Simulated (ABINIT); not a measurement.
# NiO2 (P-3m1) in ABINIT: single point with LDA

Aim: the single point of NiO2 with LDA.

Everything below comes from runs of ABINIT 10.8.3 (patched build). Logs are shortened: lines on timing, memory, paths and dates and some standing lists are left out, and cuts for length are marked. The log counts tension as positive stress, the text compression.

**1. Starting point**

It takes space group P-3m1 (No. 164, trigonal). The conventional cell has a = 2.799 Å, b = 2.799 Å, c = 4.618 Å, α = 90.00°, β = 90.00°, γ = 120.00°. Around Ni (site symmetry -3m) lie 6 O at 1.88 Å. O (site symmetry 3m) is surrounded by 3 Ni at 1.88 Å.

The cell comes from a database or a generator and needn't be the stable form of this composition.

**2. Single point, LDA, collinear spin, ferromagnetic start**

run.abi reads:

```
# Pseudopotentials
pp_dirpath "./"
pseudos "Ni.upf, O.upf"

# Structure
acell 3*1.0
rprim
     5.2889312074     0.0000000000     0.0000000000
    -2.6444656037     4.5803487846     0.0000000000
     0.0000000000     0.0000000000     8.7272711388
ntypat 2
znucl 28 8
natom 3
typat 1 2 2
xred
     0.0000000000     0.0000000000     0.5000000000
     0.3333333333     0.6666666667     0.2939610000
     0.6666666667     0.3333333333     0.7060390000

# Plane-wave basis
ecut 46.0

# k points
kptopt 1
ngkpt 8 8 4
nshiftk 1
shiftk 0.0 0.0 0.0

# Exchange and correlation
ixc 7

# Bands and occupations
nband 20
occopt 3
tsmear 0.05 eV

# Spin
nsppol 2
spinat
     0.0000000000     0.0000000000     1.0000000000
     0.0000000000     0.0000000000     0.0000000000
     0.0000000000     0.0000000000     0.0000000000

# SCF cycle
nstep 100
tolvrs 1.0e-10

# Output
iomode 3
prtwf 0
prteig 0
prtebands 0
enunit 1
prtden 1
prtvha 1
prtvclmb 1
prtpot 1
```

Potentials or basis: PseudoDojo NC SR LDA v0.4.1 standard.

Launch:

```
$ mpirun --bind-to none -np 4 abinit run.abi > log 2>&1
```

run.abo:

```text
.Version 10.8.3 of ABINIT
 Symmetries : space group P-3 m 1 (#164); Bravais hP (primitive hexag.)
================================================================================
 Values of the parameters that define the memory need of the present run
     intxc =       0    ionmov =       0      iscf =       7    lmnmax =       6
     lnmax =       6     mgfft =      54  mpssoang =       3    mqgrid =    3001
     natom =       3  nloc_mem =       1    nspden =       2   nspinor =       1
    nsppol =       2      nsym =      12    n1xccc =    2501    ntypat =       2
    occopt =       3   xclevel =       1
       mpw =        3166          nfft =       69984          nkpt =          35
================================================================================
================================================================================

--------------------------------------------------------------------------------
------------- Echo of variables that govern the present computation ------------
--------------------------------------------------------------------------------
 -outvars: echo values of preprocessed input variables --------
            acell      1.0000000000E+00  1.0000000000E+00  1.0000000000E+00 Bohr
              amu      5.86900000E+01  1.59994000E+01
             ecut      4.60000000E+01 Hartree
           enunit           1
              ixc           7
         kptrlatt        8    0    0      0    8    0      0    0    4
          kptrlen      3.49090846E+01
            natom           3
            nband          20
            ngfft          36      36      54
             nkpt          35
           nspden           2
           nsppol           2
            nstep         100
             nsym          12
           ntypat           2
           occopt           3
        prtebands           0
           prteig           0
           prtpot           1
         prtvclmb           1
           prtvha           1
            prtwf           0
            rprim      5.2889312074E+00  0.0000000000E+00  0.0000000000E+00
                      -2.6444656037E+00  4.5803487846E+00  0.0000000000E+00
                       0.0000000000E+00  0.0000000000E+00  8.7272711388E+00
          spgroup         164
           spinat      0.0000000000E+00  0.0000000000E+00  1.0000000000E+00
                       0.0000000000E+00  0.0000000000E+00  0.0000000000E+00
                       0.0000000000E+00  0.0000000000E+00  0.0000000000E+00
           tolvrs      1.00000000E-10
           tsmear      1.83746611E-03 Hartree
            typat      1  2  2
           xangst      0.0000000000E+00  0.0000000000E+00  2.3091364984E+00
                      -5.4396513626E-17  1.6158774621E+00  1.3575921484E+00
                       1.3993909315E+00  8.0793873105E-01  3.2606808485E+00
            xcart      0.0000000000E+00  0.0000000000E+00  4.3636355694E+00
                      -1.0279451296E-16  3.0535658564E+00  2.5654773512E+00
                       2.6444656037E+00  1.5267829282E+00  6.1617937876E+00
             xred      0.0000000000E+00  0.0000000000E+00  5.0000000000E-01
                       3.3333333333E-01  6.6666666667E-01  2.9396100000E-01
                       6.6666666667E-01  3.3333333333E-01  7.0603900000E-01
            znucl       28.00000    8.00000

================================================================================

 chkinp: Checking input parameters for consistency.

================================================================================
== DATASET  1 ==================================================================

--- !DatasetInfo
iteration_state: {dtset: 1, }
dimensions: {natom: 3, nkpt: 35, mband: 20, nsppol: 2, nspinor: 1, nspden: 2, mpw: 3166, }
cutoff_energies: {ecut:  46.0, pawecutdg:  -1.0, }
electrons: {nelect:   3.00000000E+01, charge:   0.00000000E+00, occopt:   3.00000000E+00, tsmear:   1.83746611E-03, }
meta: {optdriver: 0, ionmov: 0, optcell: 0, iscf: 7, paral_kgb: 0, }
...

 Exchange-correlation functional for the present dataset will be:
  LDA: Perdew-Wang 92 LSD fit to Ceperley-Alder data - ixc=7
  J.P.Perdew and Y.Wang, PRB 45, 13244 (1992)

[... 53 lines left out ...]
  sigma(3 3)=  3.59538848E-04  sigma(2 1)=  0.00000000E+00

--- !ResultsGS
iteration_state: {dtset: 1, }
comment   : Summary of ground state results
lattice_vectors:
- [  5.2889312,   0.0000000,   0.0000000, ]
- [ -2.6444656,   4.5803488,   0.0000000, ]
- [  0.0000000,   0.0000000,   8.7272711, ]
lattice_lengths: [   5.28893,    5.28893,    8.72727, ]
lattice_angles: [ 90.000,  90.000, 120.000, ] # degrees, (23, 13, 12)
lattice_volume:   2.1141945E+02
convergence: {deltae: -5.542E-12, res2:  7.368E-11, residm:  1.910E-05, diffor: null, }
etotal    :  -2.00597535E+02
entropy   :   0.00000000E+00
fermie    :   1.24976530E-01
cartesian_stress_tensor: # hartree/bohr^3
- [  4.08458208E-04,   0.00000000E+00,   0.00000000E+00, ]
- [  0.00000000E+00,   4.08458207E-04,   0.00000000E+00, ]
- [  0.00000000E+00,   0.00000000E+00,   3.59538848E-04, ]
pressure_GPa:  -1.1538E+01
xred      :
- [  0.0000E+00,   0.0000E+00,   5.0000E-01, Ni]
- [  3.3333E-01,   6.6667E-01,   2.9396E-01,  O]
- [  6.6667E-01,   3.3333E-01,   7.0604E-01,  O]
cartesian_forces: # hartree/bohr
- [  2.71525077E-28,   1.56765076E-28,  -0.00000000E+00, ]
- [  2.71525077E-28,   1.56765076E-28,   1.72054593E-02, ]
- [ -5.43050154E-28,  -3.13530152E-28,  -1.72054593E-02, ]
force_length_stats: {min:   3.13530152E-28, max:   1.72054593E-02, mean:   1.14703062E-02, }
...

 Integrated electronic and magnetization densities in atomic spheres:
 ------------------------------------------------------------------------------------------------------------
 Radius=ratsph(iatom), smearing ratsm=  0.0000. Diff(up-dn)=approximate z local magnetic moment.
    Atom    Radius    up_density   dn_density  Total(up+dn)  Diff(up-dn)
    1 Ni   2.00000     8.182537     8.182538     16.365074    -0.000001
    2  O   2.00000     3.048425     3.048425      6.096850     0.000000
    3  O   2.00000     3.048425     3.048425      6.096850     0.000000
 ------------------------------------------------------------------------------------------------------------
  Sum:                14.279387    14.279387     28.558774    -0.000000
 Total magnetization (from the atomic spheres):               -0.000000
 Total magnetization (exact up - dn):                         -0.000000

================================================================================

 ----iterations are completed or convergence reached----

 Mean square residual over all n,k,spin=   29.117E-09; max=  19.096E-06
 reduced coordinates (array xred) for    3 atoms
       0.000000000000      0.000000000000      0.500000000000
       0.333333333333      0.666666666667      0.293961000000
       0.666666666667      0.333333333333      0.706039000000
 rms dE/dt=  7.0785E-02; max dE/dt=  1.5016E-01; dE/dt below (all hartree)
    1       0.000000000000      0.000000000000      0.000000000000
    2       0.000000000000      0.000000000000     -0.150156708204
    3       0.000000000000      0.000000000000      0.150156708204

 cartesian coordinates (angstrom) at end:
    1      0.00000000000000     0.00000000000000     2.30913649844567
    2     -0.00000000000000     1.61587746210215     1.35759214843918
    3      1.39939093154552     0.80793873105108     3.26068084845217

 cartesian forces (hartree/bohr) at end:
    1      0.00000000000000     0.00000000000000    -0.00000000000000
    2      0.00000000000000     0.00000000000000     0.01720545927993
    3     -0.00000000000000    -0.00000000000000    -0.01720545927993
 frms,max,avg= 8.1107313E-03 1.7205459E-02   0.000E+00  0.000E+00  0.000E+00 h/b

 cartesian forces (eV/Angstrom) at end:
    1      0.00000000000000     0.00000000000000    -0.00000000000000
    2      0.00000000000000     0.00000000000000     0.88474028865372
    3     -0.00000000000000    -0.00000000000000    -0.88474028865372
 frms,max,avg= 4.1707057E-01 8.8474029E-01   0.000E+00  0.000E+00  0.000E+00 e/A
 length scales=  1.000000000000  1.000000000000  1.000000000000 bohr
              =  0.529177210544  0.529177210544  0.529177210544 angstroms
 Fermi (or HOMO) energy (eV) =   3.40078   Average Vxc (eV)= -11.72507
 Eigenvalues (   eV  ) for nkpt=  35  k points, SPIN UP:
 kpt#   1, nband= 20, wtk=  0.00391, kpt=  0.0000  0.0000  0.0000 (reduced coord)
-100.47333  -61.32241  -61.32241  -61.07925  -16.45566  -13.93597   -2.90197   -2.63079
  -2.63079    0.88316    0.88316    1.80163    1.80163    2.13123    2.58683    5.04800
   5.04800   10.40465   13.79458   17.46416
 prteigrs : prtvol=0 or 1, do not print more k-points.

 Eigenvalues (   eV  ) for nkpt=  35  k points, SPIN DOWN:
 kpt#   1, nband= 20, wtk=  0.00391, kpt=  0.0000  0.0000  0.0000 (reduced coord)
-100.47334  -61.32241  -61.32241  -61.07925  -16.45566  -13.93597   -2.90197   -2.63079
  -2.63079    0.88316    0.88316    1.80163    1.80163    2.13123    2.58683    5.04800
   5.04800   10.40465   13.79458   17.46416
 prteigrs : prtvol=0 or 1, do not print more k-points.

--- !EnergyTerms
iteration_state     : {dtset: 1, }
comment             : Components of total free energy in Hartree
kinetic             :  1.00074561443743E+02
hartree             :  8.70988271168070E+01
xc                  : -2.91948741999494E+01
Ewald energy        : -9.68100099775833E+01
psp_core            :  4.57308664417684E+00
local_psp           : -2.34678382852069E+02
non_local_psp       : -3.16607420816541E+01
internal            : -2.00597533906530E+02
'-kT*entropy'       : -8.01825390507507E-07
total_energy        : -2.00597534708355E+02
total_energy_eV     : -5.45853699694063E+03
band_energy         : -2.31362035641835E+01
...

 Cartesian components of stress tensor (hartree/bohr^3)
  sigma(1 1)=  4.08458208E-04  sigma(3 2)=  0.00000000E+00
  sigma(2 2)=  4.08458207E-04  sigma(3 1)=  0.00000000E+00
  sigma(3 3)=  3.59538848E-04  sigma(2 1)=  0.00000000E+00

-Cartesian components of stress tensor (GPa)         [Pressure= -1.1538E+01 GPa]
- sigma(1 1)=  1.20172554E+01  sigma(3 2)=  0.00000000E+00
- sigma(2 2)=  1.20172553E+01  sigma(3 1)=  0.00000000E+00
- sigma(3 3)=  1.05779981E+01  sigma(2 1)=  0.00000000E+00

== END DATASET(S) ==============================================================
================================================================================

 -outvars: echo values of variables after computation  --------
            acell      1.0000000000E+00  1.0000000000E+00  1.0000000000E+00 Bohr
           etotal     -2.0059753471E+02
            fcart      2.7152507681E-28  1.5676507619E-28 -0.0000000000E+00
                       2.7152507681E-28  1.5676507619E-28  1.7205459280E-02
                      -5.4305015363E-28 -3.1353015237E-28 -1.7205459280E-02
            rprim      5.2889312074E+00  0.0000000000E+00  0.0000000000E+00
                      -2.6444656037E+00  4.5803487846E+00  0.0000000000E+00
                       0.0000000000E+00  0.0000000000E+00  8.7272711388E+00
           strten      4.0845820838E-04  4.0845820719E-04  3.5953884823E-04
                       0.0000000000E+00  0.0000000000E+00  0.0000000000E+00
           xangst      0.0000000000E+00  0.0000000000E+00  2.3091364984E+00
                      -5.4396513626E-17  1.6158774621E+00  1.3575921484E+00
                       1.3993909315E+00  8.0793873105E-01  3.2606808485E+00
             xred      0.0000000000E+00  0.0000000000E+00  5.0000000000E-01
                       3.3333333333E-01  6.6666666667E-01  2.9396100000E-01
                       6.6666666667E-01  3.3333333333E-01  7.0603900000E-01
 Calculation completed.
```

Wall time 44 s (4 MPI ranks of Arm Neoverse V2, shared host); peak memory 0.36 GiB.

Results:

| Property | Result |
| --- | --- |
| Free energy | -5458.5370 eV |
| Pressure | -11.5 GPa |
| Largest force | 0.885 eV/Å |
| Band gap on the k mesh | 0.79 eV, indirect (least direct gap 1.01 eV) |
| Net moment | 0.00 μB per cell |
| Valence electrons inside the program's atomic spheres | Ni 16.37; O 6.10 |

Forces on the atoms (eV/Å):
```
Ni   0.000  0.000  0.000
O    0.000  0.000  0.885
O    0.000  0.000 -0.885
```

Stress tensor (GPa, compression positive):
```
-12.02   0.00   0.00
  0.00 -12.02   0.00
  0.00   0.00 -10.58
```

Levels at points of the mesh, in eV from the valence-band top:
Spin up:
```tsv
k point	band 11	band 12	band 13	band 14	band 15	band 16	band 17	band 18	band 19	band 20
(0.00, 0.00, 0.00)	-2.12	-1.20	-1.20	-0.87	-0.42	2.05	2.05	7.40	10.79	14.46
(0.50, 0.00, 0.00)	-2.90	-2.31	-1.70	-1.67	-1.01	1.43	2.00	12.15	12.97	13.63
(0.00, 0.00, 0.50)	-2.12	-2.12	-1.24	-1.24	-0.10	2.09	2.09	9.53	9.60	13.78
(0.50, 0.00, 0.50)	-2.81	-1.70	-1.70	-1.67	-1.09	1.43	1.91	11.38	12.52	14.47
```
Spin down:
| k point | band 13 | band 14 | band 15 | band 16 | band 17 | band 18 |
| --- | --- | --- | --- | --- | --- | --- |
| (0.00, 0.00, 0.00) | -1.20 | -0.87 | -0.42 | 2.05 | 2.05 | 7.40 |
| (0.50, 0.00, 0.00) | -1.70 | -1.67 | -1.01 | 1.43 | 2.00 | 12.15 |
| (0.00, 0.00, 0.50) | -1.24 | -1.24 | -0.10 | 2.09 | 2.09 | 9.53 |
| (0.50, 0.00, 0.50) | -1.70 | -1.67 | -1.09 | 1.43 | 1.91 | 11.38 |

Caveat: small starting moments can end in a higher magnetic state in this program.
